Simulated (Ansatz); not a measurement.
CdS (Hawleyite):

```
Cd S
1.0
     0.00000    2.91650    2.91650
     2.91650    0.00000    2.91650
     2.91650    2.91650    0.00000
Cd S
1 1
Direct
  0.00000 0.00000 0.00000
  0.75000 0.75000 0.75000
```

* Program: Ansatz 0.2.0
* Task: relaxation of cell and atoms
* Functional: PBEsol
* Dispersion: D3(BJ)
* Potentials or basis: Ansatz PAW
* Cutoff: 420 eV (not typed: the program's choice for these potentials)
* k mesh: 8 × 8 × 8
* Occupations: fermi-dirac, width 0.05 eV
* Spin: no spin polarisation

At the start: volume 24.81 Å³/atom.

Task: Where does the relaxation end?

Result: It ends after 3 steps and the volume is 24.01 Å³/atom (-3.2 %); space group F-43m (No. 216, to 0.05 Å).

Step by step:
```csv
step,energy change (eV),largest force (eV/Å),volume (Å³)
1,0.0000,0.0000,49.62
2,-0.0108,0.0000,48.02
3,-0.0105,0.0000,48.02
```

Final structure:
```
Cd S
1.0
     0.00000    2.88489    2.88489
     2.88489    0.00000    2.88489
     2.88489    2.88489    0.00000
Cd S
1 1
Direct
  0.00000 0.00000 0.00000
  0.75000 0.75000 0.75000
```

Caveat: the plane-wave basis is chosen anew once the cell has moved, so the energies of steps on either side of that aren't comparable; the PAW data sets come from PBE, with cores solved anew for the run's functional, which leaves a small shift of forces and pressure.
